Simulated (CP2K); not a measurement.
# Ta under changes of volume

One of the cells (18.010 Å³/atom); the others are scaled copies at fixed shape and fractional positions:

```
Ta
1.0
     2.86010    0.00000    0.00000
    -0.95337    2.69653    0.00000
    -0.95337   -1.34826    2.33526
Ta
1
Direct
  0.00000 0.00000 0.00000
```

- Program: CP2K 2026.2
- Functional: r2SCAN
- Potentials or basis: POTENTIAL_UZH Ta GTH-SCAN-q13; TZVP-MOLOPT-SCAN-GTH basis
- Density cutoff: 9184 eV
- k mesh: 11 × 11 × 11
- Occupations: fermi-dirac, width 0.05 eV
- Spin: no spin polarisation

```tsv
volume (Å³/atom)	energy over the lowest point (meV/atom)	pressure (GPa)
16.930	?	?
17.290	3.20	3.8
17.650	0.00	-0.7
18.010	6.54	-4.7
18.371	21.68	-8.2
18.731	44.39	-11.4
19.091	73.80	-14.2
```

What does the run at 16.930 Å³/atom give?

Energy over the lowest point 17.30 meV/atom; pressure 8.8 GPa.

Worked out: A Birch-Murnaghan fit of order 3 (a polynomial in V^(-2/3)) to the other rows has its minimum at 17.58 Å³/atom with B0 = V·E''(V) = 216 GPa and B' = 5.0. It gives 17.37 meV/atom at 16.930 Å³/atom, against the run's 17.30, and -dE/dV = 9.0 GPa, against 8.8.

Energies are extrapolated to zero smearing.

Caveats: the basis of atomic orbitals isn't converged, which shifts pressures, moduli and gaps.
